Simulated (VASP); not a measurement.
**Input and output of a VASP PBE single-point calculation on SnO (strained CsCl)**

INCAR

```
IBRION = -1
ISMEAR = -1
NELM = 120
SIGMA = 0.02
EDIFF = 1E-7
NBANDS = 17
ISIF = 2
ENCUT = 520
NSW = 0
LCHARG = .FALSE.
LASPH = .TRUE.
LWAVE = .FALSE.
PREC = Accurate
GGA = PE
LREAL = .FALSE.
```

KPOINTS

```
KPOINTS created by Atomic Simulation Environment
0
Gamma
8 8 8
0 0 0
```

KPOINTS_OPT

```
special points
5
Reciprocal
0.0000000000 0.0000000000 0.0000000000 1
0.0000000000 0.5000000000 0.0000000000 1
0.5000000000 0.5000000000 0.0000000000 1
0.5000000000 0.5000000000 0.5000000000 1
0.0000000000 0.1250000000 -0.5000000000 1
```

POSCAR

```
Sn O
 1.0000000000000000
     3.1034067830000001    0.0000000000000000    0.0000000000000000
     0.0000000000000000    3.1034067830000001    0.0000000000000000
     0.0000000000000000    0.0000000000000000    3.1965089865000000
 Sn  O
   1   1
Cartesian
  0.0000000000000000  0.0000000000000000  0.0000000000000000
  1.5517033914999998  1.5517033914999998  1.5982544932500000
```

VASP ran with the recommended PBE PAW datasets (20 valence electrons in the cell).

Command

```
mpirun -np 1 vasp_std
```

OSZICAR

```
N       E                     dE             d eps       ncg     rms          rms(c)
DAV:   1     0.147736453936E+03    0.14774E+03   -0.10491E+04  2637   0.181E+03
DAV:   2     0.145205026918E+01   -0.14628E+03   -0.13928E+03  2823   0.395E+02
DAV:   3    -0.115142254515E+02   -0.12966E+02   -0.12839E+02  2790   0.103E+02
DAV:   4    -0.117833921604E+02   -0.26917E+00   -0.26900E+00  3026   0.155E+01
DAV:   5    -0.117900041858E+02   -0.66120E-02   -0.66115E-02  3206   0.239E+00    0.812E+00
DAV:   6    -0.101688756025E+02    0.16211E+01   -0.11592E+01  3140   0.425E+01    0.526E+00
DAV:   7    -0.985576413481E+01    0.31311E+00   -0.19150E+00  3124   0.791E+00    0.133E+00
DAV:   8    -0.982794902784E+01    0.27815E-01   -0.17545E-01  2905   0.334E+00    0.231E-01
DAV:   9    -0.982739432396E+01    0.55470E-03   -0.48725E-03  3266   0.717E-01    0.956E-02
DAV:  10    -0.982748086094E+01   -0.86537E-04   -0.61862E-04  3329   0.346E-01    0.389E-02
DAV:  11    -0.982745481317E+01    0.26048E-04   -0.22484E-04  3133   0.199E-01    0.284E-02
DAV:  12    -0.982744248952E+01    0.12324E-04   -0.26206E-05  3057   0.532E-02    0.247E-03
DAV:  13    -0.982744265063E+01   -0.16112E-06   -0.15441E-06  3110   0.102E-02    0.189E-03
DAV:  14    -0.982744237982E+01    0.27081E-06   -0.13500E-07  1923   0.304E-03    0.355E-04
DAV:  15    -0.982744235362E+01    0.26203E-07   -0.13775E-08  1428   0.119E-03
   1 F= -.98274424E+01 E0= -.98270470E+01  d E =-.790623E-03
       N       E                     dE             ncg
DAV:   1     0.270557086970E+04   -0.31002E+04      170
DAV:   2     0.195787931774E+04   -0.74769E+03      194
DAV:   3     0.189190044308E+04   -0.65979E+02      191
DAV:   4     0.189056176050E+04   -0.13387E+01      208
DAV:   5     0.189052714361E+04   -0.34617E-01      242
DAV:   6     0.189052628508E+04   -0.85853E-03      219
DAV:   7     0.189052626308E+04   -0.22005E-04      267
DAV:   8     0.189052626300E+04   -0.77381E-07      179
```

From OUTCAR

```
k-points           NKPTS =     75   k-points in BZ     NKDIM =     75   number of bands    NBANDS=     17

   NELECT =      20.0000    total number of electrons

   dimension x,y,z NGX =    24 NGY =   24 NGZ =   24
   dimension x,y,z NGXF=    48 NGYF=   48 NGZF=   48

  energy-cutoff  :      520.00
  volume of cell :       30.79
      direct lattice vectors                 reciprocal lattice vectors
     3.103406783  0.000000000  0.000000000     0.322226530  0.000000000  0.000000000
     0.000000000  3.103406783  0.000000000     0.000000000  0.322226530  0.000000000
     0.000000000  0.000000000  3.196508987     0.000000000  0.000000000  0.312841292

 k-points in reciprocal lattice and weights: KPOINTS created by Atomic Simulation Env
   0.00000000  0.00000000  0.00000000       0.002
   0.12500000  0.00000000  0.00000000       0.008
   0.25000000  0.00000000  0.00000000       0.008
   0.37500000  0.00000000  0.00000000       0.008
   0.50000000  0.00000000  0.00000000       0.004
   0.12500000  0.12500000  0.00000000       0.008
   0.25000000  0.12500000  0.00000000       0.016
   0.37500000  0.12500000  0.00000000       0.016
   ...

 E-fermi :   8.0475

 k-point     1 :       0.0000    0.0000    0.0000
  band No.  band energies     occupation
      1     -13.7499      2.00000
      2     -13.7106      2.00000
      3     -13.3844      2.00000
      4     -13.3844      2.00000
      5     -13.3761      2.00000
      6      -9.8815      2.00000
      7       0.5127      2.00000
      8       5.3607      2.00000
      9       5.6809      2.00000
     10       5.6809      2.00000
     11      15.5665      0.00000
     12      15.8189      0.00000
     13      16.0963      0.00000
     14      16.0963      0.00000
     15      16.2703      0.00000
     16      26.6425      0.00000
     17      27.1798      0.00000

 k-point     2 :       0.1250    0.0000    0.0000
  band No.  band energies     occupation
      1     -13.7286      2.00000
      2     -13.6894      2.00000
      3     -13.3987      2.00000
      4     -13.3898      2.00000
      5     -13.3832      2.00000
      6      -9.7916      2.00000
      7       0.3651      2.00000
      8       5.4697      2.00000
      9       5.6822      2.00000
     10       5.7765      2.00000
     11      13.7024      0.00000
     12      15.4651      0.00000
     13      16.0426      0.00000
     14      16.1144      0.00000
     15      18.5541      0.00000
     16      25.6954      0.00000
     17      26.2036      0.00000

 k-point     3 :       0.2500    0.0000    0.0000
  band No.  band energies     occupation
      1     -13.7152      2.00000
      2     -13.6000      2.00000
      3     -13.4329      2.00000
      4     -13.4228      2.00000
      5     -13.3804      2.00000
      6      -9.5606      2.00000
      7      -0.0273      2.00000
      8       5.7468      2.00000
      9       5.8309      2.00000
     10       6.0174      2.00000
     11      11.3990      0.00000
     12      15.1689      0.00000
     13      15.8675      0.00000
     14      16.6951      0.00000
     15      20.9494      0.00000
     16      23.1196      0.00000
     17      25.2541      0.00000

 k-point     4 :       0.3750    0.0000    0.0000
  band No.  band energies     occupation
      1     -13.7082      2.00000
      2     -13.5039      2.00000
      3     -13.4668      2.00000
      4     -13.4556      2.00000
      5     -13.3775      2.00000
      6      -9.3070      2.00000
      7      -0.4652      2.00000
      8       6.0479      2.00000
      9       6.2749      2.00000
     10       6.3166      2.00000
     11       9.4504      0.00000
     12      14.8001      0.00000
     13      15.6247      0.00000
     14      17.6716      0.00000
     15      20.8593      0.00000
     16      23.2676      0.00000
     17      24.9530      0.00000

 k-point     5 :       0.5000    0.0000    0.0000
  band No.  band energies     occupation
      1     -13.7055      2.00000
      2     -13.4808      2.00000
      3     -13.4691      2.00000
      4     -13.4638      2.00000
      5     -13.3763      2.00000
      6      -9.1941      2.00000
      7      -0.6589      2.00000
      8       6.1812      2.00000
      9       6.3872      2.00000
     10       6.8324      2.00000
     11       8.4224      0.00000
     12      14.6261      0.00000
     13      15.5041      0.00000
     14      19.0336      0.00000
     15      19.0804      0.00000
     16      24.9537      0.00000
     17      24.9564      0.00000

 k-point     6 :       0.1250    0.1250    0.0000
  band No.  band energies     occupation
      1     -13.6885      2.00000
      2     -13.6866      2.00000
      3     -13.4061      2.00000
      4     -13.3984      2.00000
      5     -13.3962      2.00000
      6      -9.7020      2.00000
      7       0.2914      2.00000
      8       5.2018      2.00000
      9       5.5685      2.00000
     10       6.2858      2.00000
     11      13.7504      0.00000
     12      13.7659      0.00000
     13      15.4179      0.00000
     14      17.4069      0.00000
     15      19.7258      0.00000
     16      24.2038      0.00000
     17      25.5416      0.00000

 k-point     7 :       0.2500    0.1250    0.0000
  band No.  band energies     occupation
      1     -13.6814      2.00000
      2     -13.5899      2.00000
      3     -13.4449      2.00000
      4     -13.4312      2.00000
      5     -13.3940      2.00000
      6      -9.4735      2.00000
      7       0.0529      2.00000
      8       4.9207      2.00000
      9       5.8179      2.00000
     10       6.8126      2.00000
     11      11.3885      0.00000
     12      13.8729      0.00000
     13      15.2566      0.00000
     14      18.1072      0.00000
     15      21.7376      0.00000
     16      22.6242      0.00000
     17      24.7095      0.00000

 k-point     8 :       0.3750    0.1250    0.0000
  band No.  band energies     occupation
      1     -13.6758      2.00000
      2     -13.4916      2.00000
      3     -13.4828      2.00000
      4     -13.4646      2.00000
      5     -13.3907      2.00000
      6      -9.2244      2.00000
      7      -0.2691      2.00000
      8       5.0174      2.00000
      9       6.0856      2.00000
     10       7.3434      2.00000
     11       9.4033      0.00000
     12      13.9650      0.00000
     13      15.0238      0.00000
     14      18.7439      0.00000
     15      20.9930      0.00000
     16      24.0223      0.00000
     17      24.4532      0.00000

 k-point     9 :       0.5000    0.1250    0.0000
  band No.  band energies     occupation
      1     -13.6734      2.00000
      2     -13.4985      2.00000
      3     -13.4784      2.00000
      4     -13.4507      2.00000
      5     -13.3894      2.00000
      6      -9.1143      2.00000
      7      -0.4250      2.00000
      8       5.1765      2.00000
      9       6.2028      2.00000
     10       8.0548      0.81923
     11       8.0856      0.25835
     12      13.9940      0.00000
     13      14.9057      0.00000
     14      19.0636      0.00000
     15      20.5443      0.00000
     16      23.7146      0.00000
     17      24.4724      0.00000

 k-point    10 :       0.2500    0.2500    0.0000
  band No.  band energies     occupation
      1     -13.6312      2.00000
      2     -13.5340      2.00000
      3     -13.4967      2.00000
      4     -13.4290      2.00000
      5     -13.4246      2.00000
      6      -9.2541      2.00000
      7       0.2188      2.00000
      8       4.1156      2.00000
      9       5.9941      2.00000
     10       7.3849      2.00000
     11      10.8032      0.00000
     12      12.3022      0.00000
     13      15.4576      0.00000
     14      19.1466      0.00000
     15      20.9363      0.00000
     16      23.8546      0.00000
     17      24.0019      0.00000

 k-point    11 :       0.3750    0.2500    0.0000
  band No.  band energies     occupation
      1     -13.6142      2.00000
      2     -13.5468      2.00000
      3     -13.4595      2.00000
      4     -13.4442      2.00000
      5     -13.4225      2.00000
      6      -9.0200      2.00000
      7       0.2943      2.00000
      8       3.8496      2.00000
      9       6.1774      2.00000
     10       7.3115      2.00000
     11       9.6775      0.00000
     12      12.2181      0.00000
     13      15.6321      0.00000
     14      18.8451      0.00000
     15      21.1466      0.00000
     16      23.4911      0.00000
     17      24.3360      0.00000

 ...

  Total        0.1920366      0.1920366     -0.4863514      0.0000000     -0.0000000      0.0000000
  in kB        9.9940450      9.9940450    -25.3108916      0.0000000     -0.0000000      0.0000000
  external PRESSURE =      -1.7742672 kB  Pullay stress =       0.0000000 kB

 POSITION                                       TOTAL-FORCE (eV/Angst)
 -----------------------------------------------------------------------------------
      0.00000      0.00000      0.00000         0.000000      0.000000      0.000000
      1.55170      1.55170      1.59825         0.000000      0.000000      0.000000
 -----------------------------------------------------------------------------------
    total drift:                                0.000000      0.000000     -0.000000

  FREE ENERGIE OF THE ION-ELECTRON SYSTEM (eV)
  ---------------------------------------------------
  free  energy   TOTEN  =        -9.8274423536 eV

  energy  without entropy=       -9.8266517306  energy(sigma->0) =       -9.82704704
```

```json
{
 "gap between bands v and c": "-0.17 eV (bands overlap: a metal)",
 "least direct gap": "0.03 eV",
 "pressure": "-0.2 GPa"
}
```

Band v is the last that the valence electrons fill when counted band by band, and c is the next.

The run took about 10 s on one core of a shared host (Intel Xeon 6975P-C) and held 0.16 GiB at most.
